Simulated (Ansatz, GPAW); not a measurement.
## Ballistic transport through CN in line between two Al chains, from relaxation to T(E)

Aim: the conductance of CN in line between two Al chains after relaxation, and whether geometry, basis or functional moves it most.

Method: Ansatz plane waves; relaxation of the junction with the lead ends held; PAW set soft_1, in the first sound run; inputs show where later runs differ, in GPAW 26.7.0 and Ansatz 0.2.0.

Report form: the programs' logs are mostly left out.

## Step 1: Set-up

The cell holds 16 atoms: 14 Al, 1 C and 1 N. Its edges and angles: a = 9.000 Å, b = 9.000 Å, c = 35.867 Å, α = 90.0°, β = 90.0°, γ = 90.0°. Regions: left lead, 7 atoms (7 Al); channel, 2 atoms (1 C and 1 N); right lead, 7 atoms (7 Al). Vacuum lies along a and b. The structure is stacked along c, and the current runs across the ab planes.

Coordinates:

```cif
data_structure
_symmetry_space_group_name_H-M 'P 1'
_symmetry_Int_Tables_number 1
_cell_length_a 9.0000
_cell_length_b 9.0000
_cell_length_c 35.8667
_cell_angle_alpha 90.000
_cell_angle_beta 90.000
_cell_angle_gamma 90.000
_cell_volume 2905.20
loop_
_atom_site_label
_atom_site_type_symbol
_atom_site_fract_x
_atom_site_fract_y
_atom_site_fract_z
_atom_site_occupancy
Al1 Al 0.50000 0.50000 0.03346 1
Al2 Al 0.50000 0.50000 0.10037 1
Al3 Al 0.50000 0.50000 0.16729 1
Al4 Al 0.50000 0.50000 0.23420 1
Al5 Al 0.50000 0.50000 0.30111 1
Al6 Al 0.49802 0.50210 0.36890 1
Al7 Al 0.50344 0.50606 0.43462 1
C8 C 0.50181 0.49878 0.48269 1
N9 N 0.49765 0.50045 0.51602 1
Al10 Al 0.49936 0.50373 0.56553 1
Al11 Al 0.50191 0.50115 0.63182 1
Al12 Al 0.50000 0.50000 0.69889 1
Al13 Al 0.50000 0.50000 0.76580 1
Al14 Al 0.50000 0.50000 0.83271 1
Al15 Al 0.50000 0.50000 0.89963 1
Al16 Al 0.50000 0.50000 0.96654 1
```

## Step 2: Relaxation

Transmission follows bond lengths closely, so the atoms between the held lead ends are relaxed first, from a slightly shaken start that lets symmetry break.

input.yaml

```yaml
crystal:
  lattice:
    - [9.0, 0.0, 0.0]
    - [0.0, 9.0, 0.0]
    - [0.0, 0.0, 35.8667]
  atoms:
    - { symbol: Al, position: [0.5, 0.5, 0.033457218] }
    - { symbol: Al, position: [0.5, 0.5, 0.1003716539] }
    - { symbol: Al, position: [0.5, 0.5, 0.1672860899] }
    - { symbol: Al, position: [0.5, 0.5, 0.2342005258] }
    - { symbol: Al, position: [0.5, 0.5, 0.3011149618] }
    - { symbol: Al, position: [0.4980175877, 0.5021026116, 0.3688987452] }
    - { symbol: Al, position: [0.5034364058, 0.506059487, 0.4346216496] }
    - { symbol: C, position: [0.501813924, 0.4987792611, 0.4826943807] }
    - { symbol: "N", position: [0.4976538029, 0.5004538745, 0.5160202851] }
    - { symbol: Al, position: [0.4993617633, 0.5037341669, 0.5655333095] }
    - { symbol: Al, position: [0.5019078122, 0.5011504081, 0.6318239962] }
    - { symbol: Al, position: [0.5, 0.5, 0.6988850382] }
    - { symbol: Al, position: [0.5, 0.5, 0.7657994742] }
    - { symbol: Al, position: [0.5, 0.5, 0.8327139101] }
    - { symbol: Al, position: [0.5, 0.5, 0.8996283461] }
    - { symbol: Al, position: [0.5, 0.5, 0.966542782] }
kpoints:
  mp_grid: { grid: [1, 1, 2] }
hamiltonian:
  xc: pbe
  pseudopotentials: { kind: paw, azcp: { folder: soft_1 } }
scf:
  occupations: { method: fermi_dirac, width: 0.1 }
relax:
  f_tol: 0.03
  max_steps: 80
  constraints: [{ sites: [0, 1, 2, 3, 4, 11, 12, 13, 14, 15] }]
```

On the command line:

```bash
$ ansatz run input.yaml --threads 4 --pin off --max-ram 8192MiB --backend cpu --events-out ev --progress --plain --runs-dir out
```

The job ended after 66 s (4 threads of Arm Neoverse V1, shared host; peak memory 2.2 GiB).

This run has no spin polarisation although its electron count is odd.

Step by step:

| step | energy less that of the first step (eV) | largest force component (eV/Å) |
| --- | --- | --- |
| 1 | 0.0000 | 3.3415 |
| 2 | -0.1716 | 1.6008 |
| 3 | -0.2282 | 0.4471 |
| 4 | -0.2819 | 0.2789 |
| 5 | -0.4058 | 0.5333 |
| 6 | -0.5850 | 0.9334 |
| 7 | -0.7863 | 1.2184 |
| 8 | -0.9997 | 0.8304 |
| 9 | -1.0628 | 0.3145 |
| 10 | -1.0695 | 0.5585 |
| 11 | -1.0781 | 0.3641 |
| 12 | -1.0819 | 0.3070 |
| 13 | -1.0872 | 0.0121 |
| 14 | -1.0872 | 0.0123 |
| 15 | -1.0882 | 0.0481 |
| 16 | -1.0887 | 0.0186 |
| 17 | -1.0887 | 0.0186 |

The atoms that moved most (Å):

| atom | dx | dy | dz | length |
| --- | --- | --- | --- | --- |
| Al11 | 0.335 | -0.857 | -0.051 | 0.922 |
| Al6 | -0.524 | -0.485 | 0.070 | 0.717 |
| Al7 | 0.617 | 0.258 | -0.102 | 0.677 |
| Al10 | -0.379 | 0.420 | 0.096 | 0.573 |
| N9 | -0.029 | -0.090 | 0.059 | 0.111 |
| C8 | -0.018 | -0.069 | 0.062 | 0.094 |

This step gave:

```
free energy         : -8133.3338 eV
smearing term TS    : 0.6736 eV
symmetry operations : 1
```

The relaxation lowered the energy of the cell by 1.09 eV.

## Step 3: Plane waves, PBE

Plane waves give the reference curve, free of the bias of atom-centred orbitals.

This step: Ansatz plane waves; Landauer transmission by layers, zero bias; PAW set soft_1 (Ansatz 0.2.0).

input.yaml

```yaml
crystal:
  lattice:
    - [9.0, 0.0, 0.0]
    - [0.0, 9.0, 0.0]
    - [0.0, 0.0, 35.8667]
  atoms:
    - { symbol: Al, position: [0.5, 0.5, 0.033457218] }
    - { symbol: Al, position: [0.5, 0.5, 0.1003716539] }
    - { symbol: Al, position: [0.5, 0.5, 0.1672860899] }
    - { symbol: Al, position: [0.5, 0.5, 0.2342005258] }
    - { symbol: Al, position: [0.5, 0.5, 0.3011149618] }
    - { symbol: Al, position: [0.4397823946, 0.4482539764, 0.3708602492] }
    - { symbol: Al, position: [0.5719922319, 0.5347401866, 0.431775961] }
    - { symbol: C, position: [0.4998076982, 0.4911612884, 0.4844159238] }
    - { symbol: "N", position: [0.4944868918, 0.4904264587, 0.5176532687] }
    - { symbol: Al, position: [0.4573033579, 0.5503539111, 0.5681995564] }
    - { symbol: Al, position: [0.5391533161, 0.4059208634, 0.6304027429] }
    - { symbol: Al, position: [0.5, 0.5, 0.6988850382] }
    - { symbol: Al, position: [0.5, 0.5, 0.7657994742] }
    - { symbol: Al, position: [0.5, 0.5, 0.8327139101] }
    - { symbol: Al, position: [0.5, 0.5, 0.8996283461] }
    - { symbol: Al, position: [0.5, 0.5, 0.966542782] }
kpoints:
  mp_grid: { grid: [1, 1, 2] }
hamiltonian:
  xc: pbe
  pseudopotentials: { kind: paw, azcp: { folder: soft_1 } }
scf:
  occupations: { method: fermi_dirac, width: 0.1 }
output:
  transmission:
    leads: [[0, 1]]
    e_range: [-2, 2]
    de: 0.025
    kmesh: [1, 1]
    reduced_basis: true
  write_potential: true
  write_density: true
  volumetric_format: npy
```

Run time: 44 s. Hardware: 4 threads; peak memory 2.2 GiB.

Numbers from this step:

| Quantity | Value |
| --- | --- |
| free energy | -8133.3342 eV |
| lead level | 0 eV from the Fermi level |
| transmission at the Fermi level (one spin) | 0.7393 |
| open channels of the lead at the Fermi level (one spin) | 2 |
| step of the potential along the lead | 4 meV |
| offset of the lead | 0 Å |
| filling of the lead less its bulk value, in size | 13.9 meV |
| conductance | 0.7376 G₀ |

One spin. Table of transmission, zone mean by energy, zero at the Fermi level:

```csv
energy (eV),"transmission, zone mean"
-2.000,0.121
-1.900,0.0936
-1.800,0.0649
-1.700,0.0408
-1.600,0.0234
-1.500,0.0121
-1.400,0.00531
-1.300,0.00135
-1.200,0
-1.100,0
-1.000,0
-0.900,0
-0.800,0
-0.700,0
-0.600,0
-0.500,0
-0.400,0
-0.300,0.0479
-0.200,0.184
-0.100,0.437
0.000,0.739
0.100,1.03
0.200,1.26
0.300,1.43
0.400,1.54
0.500,1.62
0.600,1.68
0.700,1.73
0.800,1.76
0.900,1.74
1.000,1.65
1.100,1.58
1.200,1.52
1.300,1.48
1.400,1.45
1.500,1.42
1.600,1.40
1.700,1.38
1.800,1.34
1.900,1.28
2.000,1.20
```

One spin. Open channels, zone mean against energy, zero at the Fermi level:

| energy (eV) | open channels, zone mean |
| --- | --- |
| -2.000 | 1 |
| -1.900 | 1 |
| -1.800 | 1 |
| -1.700 | 1 |
| -1.600 | 1 |
| -1.500 | 1 |
| -1.400 | 1 |
| -1.300 | 1 |
| -1.200 | 0 |
| -1.100 | 0 |
| -1.000 | 0 |
| -0.900 | 0 |
| -0.800 | 0 |
| -0.700 | 0 |
| -0.600 | 0 |
| -0.500 | 0 |
| -0.400 | 0 |
| -0.300 | 2 |
| -0.200 | 2 |
| -0.100 | 2 |
| 0.000 | 2 |
| 0.100 | 2 |
| 0.200 | 2 |
| 0.300 | 2 |
| 0.400 | 2 |
| 0.500 | 2 |
| 0.600 | 2 |
| 0.700 | 2 |
| 0.800 | 2 |
| 0.900 | 2 |
| 1.000 | 3 |
| 1.100 | 3 |
| 1.200 | 3 |
| 1.300 | 3 |
| 1.400 | 3 |
| 1.500 | 3 |
| 1.600 | 3 |
| 1.700 | 3 |
| 1.800 | 3 |
| 1.900 | 3 |
| 2.000 | 3 |

Crystal 0, spin -, k parallel (0, 0); distinct values, listed up to 1.5 1/Å. Table of Im kz of the slowest decaying states by energy, zero at the Fermi level:

```csv
energy (eV),decay 1 (Å⁻¹),decay 2 (Å⁻¹),decay 3 (Å⁻¹),decay 4 (Å⁻¹)
-2.0000,0.672,0.672,1.15,1.26
-1.7500,0.617,0.617,1.12,1.23
-1.5000,0.557,0.557,1.09,1.21
-1.2500,0.490,0.490,1.06,1.18
-1.0000,0.0792,0.412,0.412,1.03
-0.7500,0.104,0.315,0.316,0.998
-0.5000,0.116,0.171,0.171,0.964
-0.2500,0.121,0.930,1.06,1.15
0.0000,0.119,0.894,1.03,1.12
0.2500,0.110,0.856,1.000,1.09
0.5000,0.0931,0.817,0.966,1.06
0.7500,0.0623,0.776,0.932,1.03
1.0000,0.732,0.896,0.994,1.08
1.2500,0.686,0.858,0.960,1.05
1.5000,0.636,0.819,0.925,1.02
1.7500,0.581,0.778,0.889,0.984
2.0000,0.521,0.734,0.851,0.950
```

Crystal 0, spin -, k parallel (0, 0). The Re kz of states that move upwards by energy, zero at the Fermi level:

| energy (eV) | channel 1 (Å⁻¹) | channel 2 (Å⁻¹) | channel 3 (Å⁻¹) |
| --- | --- | --- | --- |
| -2.000 | 1.13 | - | - |
| -1.900 | 1.15 | - | - |
| -1.800 | 1.16 | - | - |
| -1.700 | 1.18 | - | - |
| -1.600 | 1.20 | - | - |
| -1.500 | 1.22 | - | - |
| -1.400 | 1.24 | - | - |
| -1.300 | 1.27 | - | - |
| -1.200 | - | - | - |
| -1.100 | - | - | - |
| -1.000 | - | - | - |
| -0.900 | - | - | - |
| -0.800 | - | - | - |
| -0.700 | - | - | - |
| -0.600 | - | - | - |
| -0.500 | - | - | - |
| -0.400 | - | - | - |
| -0.300 | 0.164 | 0.165 | - |
| -0.200 | 0.235 | 0.235 | - |
| -0.100 | 0.288 | 0.289 | - |
| 0.000 | 0.334 | 0.334 | - |
| 0.100 | 0.373 | 0.374 | - |
| 0.200 | 0.409 | 0.410 | - |
| 0.300 | 0.442 | 0.443 | - |
| 0.400 | 0.473 | 0.473 | - |
| 0.500 | 0.502 | 0.502 | - |
| 0.600 | 0.529 | 0.530 | - |
| 0.700 | 0.555 | 0.556 | - |
| 0.800 | 0.580 | 0.580 | - |
| 0.900 | 0.604 | 0.604 | - |
| 1.000 | -1.26 | 0.627 | 0.627 |
| 1.100 | -1.24 | 0.649 | 0.649 |
| 1.200 | -1.22 | 0.670 | 0.670 |
| 1.300 | -1.20 | 0.691 | 0.691 |
| 1.400 | -1.19 | 0.711 | 0.711 |
| 1.500 | -1.17 | 0.731 | 0.731 |
| 1.600 | -1.16 | 0.750 | 0.750 |
| 1.700 | -1.15 | 0.768 | 0.768 |
| 1.800 | -1.13 | 0.786 | 0.786 |
| 1.900 | -1.12 | 0.804 | 0.804 |
| 2.000 | -1.11 | 0.821 | 0.822 |

The electrostatic potential energy of an electron (with the applied field's), less the Fermi level, planar mean oscillates, so the rows of the table below give means over windows of 2.39 Å about each position, cut where the curve ends. Its first 14 maxima inside the range that stand out by 2 % of the span (Å: eV): 1.2: 3.19, 2.4: 3.82, 3.6: 3.18, 4.8: 3.82, 6.0: 3.19, 7.2: 3.83, 8.4: 3.18, 9.6: 3.75, 12.1: 3.70, 13.3: 3.04, 14.3: 3.5, 16.6: 3.49, 17.9: 3.33, 19.3: 3.40. Its first 14 minima: 0.9: 3.16, 1.5: 3.16, 3.3: 3.15, 3.9: 3.15, 5.7: 3.16, 6.3: 3.16, 8.1: 3.15, 8.7: 3.14, 11.1: 3.03, 13.0: 3.00, 13.6: 3.00, 15.8: 2.92, 17.3: 2.79, 18.5: 2.91.

The electrostatic potential energy of an electron (with the applied field's), less the Fermi level, planar mean by z; means over each step:

z (Å), electrostatic potential energy of an electron (with the applied field's), less the Fermi level, planar mean (eV) and a bar from the least value:
```
     1.20       3.41 ##############################
     3.58       3.41 ##############################
     5.97       3.41 ##############################
     8.36       3.39 ############################
    10.75       3.29 ####################
    13.14       3.24 ################
    15.53       3.17 ##########
    17.92       3.08 ##
    20.31       3.05 
    22.70       3.17 ##########
    25.09       3.27 ##################
    27.48       3.38 ############################
    29.87       3.41 ##############################
    32.26       3.40 #############################
    34.65       3.39 ############################
```

The valence density, planar mean oscillates, so the rows of the table below give means over windows of 2.39 Å about each position, cut where the curve ends. Its maxima inside the range that stand out by 2 % of the span (Å: e/Å³): 2.4: 0.0176, 4.8: 0.0176, 7.0: 0.0176, 9.4: 0.0176, 11.7: 0.0161, 14.5: 0.0197, 18.5: 0.0586, 21.2: 0.0190, 24.2: 0.0165, 26.5: 0.0176, 28.8: 0.0176, 31.1: 0.0176, 33.5: 0.0176. Its minima: 1.2: 0.0126, 3.6: 0.0126, 6.0: 0.0126, 8.4: 0.0128, 10.8: 0.0127, 13.2: 0.0133, 15.8: 0.0132, 20.0: 0.0123, 22.7: 0.0137, 25.1: 0.0128, 27.5: 0.0128, 29.9: 0.0126, 32.3: 0.0126, 34.7: 0.0126.

Table of valence density, planar mean by z; means over each step:

| z (Å) | valence density, planar mean (e/Å³) |
| --- | --- |
| 1.20 | 0.0154 |
| 3.58 | 0.0154 |
| 5.97 | 0.0154 |
| 8.36 | 0.0156 |
| 10.75 | 0.0151 |
| 13.14 | 0.0156 |
| 15.53 | 0.0171 |
| 17.92 | 0.0441 |
| 20.31 | 0.0169 |
| 22.70 | 0.0157 |
| 25.09 | 0.0152 |
| 27.48 | 0.0156 |
| 29.87 | 0.0154 |
| 32.26 | 0.0154 |
| 34.65 | 0.0153 |

The largest of the program's own error estimates on the conductance is 5.6 %. T at the Fermi level is 0.739 of 2 open channels a spin.

## Step 4: GPAW, dzp

Localised orbitals split the wire into layers that couple to their neighbours alone, which is what the Green's function method needs; double zeta with polarisation is the usual level for numbers.

This step: GPAW LCAO, PAW setups; Landauer transmission from Green's functions with principal layers (ASE), zero bias (GPAW 26.7.0).

run.py

```python
import json
import numpy as np
from ase import Atoms
from ase.transport.calculators import TransportCalculator
from gpaw import GPAW, FermiDirac
from gpaw.lcao.tools import get_lcao_hamiltonian
from scipy.linalg import eigh

# The junction with lead layers at both ends, along the third cell vector
device = Atoms(
    ['Al', 'Al', 'Al', 'Al', 'Al', 'Al', 'Al', 'C', 'N', 'Al', 'Al', 'Al', 'Al', 'Al', 'Al', 'Al'],
    positions=[
        [4.50000, 4.50000, 1.20000],
        [4.50000, 4.50000, 3.60000],
        [4.50000, 4.50000, 6.00000],
        [4.50000, 4.50000, 8.40000],
        [4.50000, 4.50000, 10.80000],
        [3.95804, 4.03429, 13.30153],
        [5.14793, 4.81266, 15.48638],
        [4.49827, 4.42045, 17.37440],
        [4.45038, 4.41384, 18.56651],
        [4.11573, 4.95319, 20.37944],
        [4.85238, 3.65329, 22.61047],
        [4.50000, 4.50000, 25.06670],
        [4.50000, 4.50000, 27.46670],
        [4.50000, 4.50000, 29.86670],
        [4.50000, 4.50000, 32.26670],
        [4.50000, 4.50000, 34.66670]],
    cell=[[9.0, 0.0, 0.0], [0.0, 9.0, 0.0], [0.0, 0.0, 35.8667]],
    pbc=True)

# One principal layer of the lead: the first 4 atoms of the device
lead = Atoms(
    ['Al', 'Al', 'Al', 'Al'],
    positions=[
        [4.50000, 4.50000, 1.20000],
        [4.50000, 4.50000, 3.60000],
        [4.50000, 4.50000, 6.00000],
        [4.50000, 4.50000, 8.40000]],
    cell=[[9.0, 0.0, 0.0], [0.0, 9.0, 0.0], [0.0, 0.0, 9.6]],
    pbc=True)

settings = dict(mode='lcao', basis='dzp', xc='PBE', h=0.18,
                occupations=FermiDirac(0.1), maxiter=250,
                mixer=dict(beta=0.1, nmaxold=8, weight=100.0),
                convergence=dict(density=0.0001))
energies = np.arange(-2, 2 + 1e-9, 0.025)
eta = 0.0001
n1, n2 = 1, 1
# k and -k transmit alike, so half of the mesh across the current serves
mesh = [(i, j) for i in range(n1) for j in range(n2) if (i, j) <= (-i % n1, -j % n2)]
weights = np.array([1 if (i, j) == (-i % n1, -j % n2) else 2 for i, j in mesh]) / (n1 * n2)

# [... helper functions left out ...]
fermi_lead = ground_state(lead, (1, 1, 12), 'lead.txt')
fermi_device = ground_state(device, (1, 1, 2), 'device.txt')
# [... loop over the mesh left out, but for ...]
        # Shift the lead onto the potential of the device's first layer
        shift = ((H[:, 0, 0] - H0[:, 0, 0]) / S0[0, 0]).real.mean()
# [...]
kT = 8.617333e-5 * 300
bias = [0.1, 0.2, 0.5, 1.0, 1.5, 2.0]
# [... integrals and printing left out ...]
```

On the command line:

```bash
$ OMP_NUM_THREADS=1 OPENBLAS_NUM_THREADS=1 python run.py
```

Wall time 2.1 min (1 thread); peak memory 1.7 GiB.

This step gave:

| Quantity | Value |
| --- | --- |
| conductance | 0.7650 G₀ |
| thermopower | -28.12 μV/K |
| largest coupling past the next principal layer | 2.45e-15 eV |
| largest misfit of the first principal layer | 0.03860 eV |
| shift that aligns the lead | 0.01248 eV |
| basis functions of the junction | 208 |
| basis functions of a principal layer | 52 |
| transmission at the Fermi level (one spin) | 0.7686 |

One spin. The transmission, zone mean by energy, zero at the Fermi level:

energy (eV), transmission, zone mean and a bar:
```
   -2.000       0.13 ##
   -1.800       0.07 #
   -1.600       0.02 
   -1.400       0.00 
   -1.200       0.00 
   -1.000       0.00 
   -0.800       0.00 
   -0.600       0.00 
   -0.400       0.00 
   -0.200       0.19 ###
    0.000       0.77 #############
    0.200       1.28 ######################
    0.400       1.55 ##########################
    0.600       1.68 ############################
    0.800       1.77 ##############################
    0.850       1.78 ##############################
    1.000       1.71 #############################
    1.200       1.60 ###########################
    1.400       1.54 ##########################
    1.600       1.53 ##########################
    1.800       1.48 #########################
    2.000       1.35 #######################
```

Crossings of the lead's bands, unfolded to its shortest repeat. Open channels, zone mean against energy, zero at the Fermi level:

(Unchanged from step 3.)

Not self-consistent under bias; the bias window is split evenly. Table of current through one cell, from the zero-bias transmission by bias:

| bias (V) | current through one cell, from the zero-bias transmission (μA) |
| --- | --- |
| 0.100 | 5.92 |
| 0.200 | 11.8 |
| 0.500 | 29.1 |
| 1.000 | 58.9 |
| 1.500 | 91.6 |
| 2.000 | 126 |

Table of transmission of the three most open eigenchannels by energy, zero at the Fermi level:

| energy (eV) | channel 1 | channel 2 | channel 3 |
| --- | --- | --- | --- |
| -2.000 | 0.128 | 0 | 0 |
| -1.900 | 0.0977 | 0 | 0 |
| -1.800 | 0.0672 | 0 | 0 |
| -1.700 | 0.0417 | 0 | 0 |
| -1.600 | 0.0234 | 0 | 0 |
| -1.500 | 0.0116 | 0 | 0 |
| -1.400 | 0.00455 | 0 | 0 |
| -1.300 | 4.4e-4 | 0 | 0 |
| -1.200 | 8.5e-11 | 0 | 0 |
| -1.100 | 1.8e-11 | 0 | 0 |
| -1.000 | 1.0e-11 | 0 | 0 |
| -0.900 | 1.2e-11 | 0 | 0 |
| -0.800 | 4.4e-11 | 0 | 0 |
| -0.700 | 1.1e-7 | 0 | 0 |
| -0.600 | 9.0e-11 | 0 | 0 |
| -0.500 | 5.7e-12 | 0 | 0 |
| -0.400 | 1.5e-9 | 1.0e-9 | 0 |
| -0.300 | 0.0284 | 0.0216 | 0 |
| -0.200 | 0.117 | 0.0739 | 0 |
| -0.100 | 0.291 | 0.171 | 0 |
| 0.000 | 0.476 | 0.292 | 0 |
| 0.100 | 0.628 | 0.422 | 0 |
| 0.200 | 0.725 | 0.558 | 0 |
| 0.300 | 0.762 | 0.684 | 0 |
| 0.400 | 0.779 | 0.766 | 0 |
| 0.500 | 0.841 | 0.773 | 0 |
| 0.600 | 0.884 | 0.794 | 0 |
| 0.700 | 0.910 | 0.827 | 1.2e-12 |
| 0.800 | 0.917 | 0.854 | 5.2e-12 |
| 0.900 | 0.916 | 0.856 | 1.1e-10 |
| 1.000 | 0.898 | 0.809 | 6.4e-4 |
| 1.100 | 0.876 | 0.767 | 0.00193 |
| 1.200 | 0.855 | 0.738 | 0.00376 |
| 1.300 | 0.833 | 0.723 | 0.00625 |
| 1.400 | 0.812 | 0.722 | 0.00945 |
| 1.500 | 0.786 | 0.734 | 0.0132 |
| 1.600 | 0.762 | 0.746 | 0.0170 |
| 1.700 | 0.783 | 0.706 | 0.0202 |
| 1.800 | 0.802 | 0.653 | 0.0222 |
| 1.900 | 0.806 | 0.595 | 0.0227 |
| 2.000 | 0.787 | 0.540 | 0.0218 |

At the Fermi level T is 0.769 against 0.739 in plane waves. Couplings past the next layer reach 2.4e-15 eV, small enough to drop; the matrix elements of the cell's first layer differ from the bulk lead's by up to 0.039 eV. That layer keeps its own values in the calculation, and only beyond it is the lead taken as perfect. The Fermi levels of lead and junction count from different zeros of potential, one for each periodic cell; with both set to zero, the small remaining shift is what aligns them. By hand: G = 0.7650 × 77.48 μS = 59.3 μS, a resistance of 16.9 kΩ; at 0.1 V a linear junction would pass 5.93 μA, and the integral over the bias window gives 5.92 μA. Mott's formula, S = -(π²/3)(k_B²T/e) d ln T/dE, has the prefactor 7.33 μV/K·eV at 300 K; T = 0.6934 at -0.025 eV and 0.8420 at 0.025 eV give a slope of 3.88 per eV and S = -28.5 μV/K, beside -28.1 μV/K from the thermal integral, which interpolates the same grid.

## Step 5: Single-zeta polarised basis

The second zeta is dropped, the polarisation orbitals stay.

run.py, as its differences from that of step 4:

```diff
@@ -42,3 +42,3 @@
 
-settings = dict(mode='lcao', basis='dzp', xc='PBE', h=0.18,
+settings = dict(mode='lcao', basis='szp(dzp)', xc='PBE', h=0.18,
                 occupations=FermiDirac(0.1), maxiter=250,
```

It took 2.2 min on 1 thread; peak memory 1.7 GiB.

This step gave:

| Quantity | Value |
| --- | --- |
| conductance | 0.8022 G₀ |
| thermopower | -28.46 μV/K |
| largest coupling past the next principal layer | 1.49e-15 eV |
| largest misfit of the first principal layer | 0.04811 eV |
| shift that aligns the lead | 0.01837 eV |
| basis functions of the junction | 144 |
| basis functions of a principal layer | 36 |
| transmission at the Fermi level (one spin) | 0.8067 |

The conductance, 0.802 G₀, lies 4.9 % above that of the dzp run.

[end of part 1 of 2]

[Logs are printed without paths, hosts, clocks, repeated set-up lines and the standing remarks that a program may print on its own settings, such as how far it seeks lower states.]

[Hosts, paths, dates, database ids (printed as entryN), source tags and the programs' standing remarks are cut or masked in the printed files.]
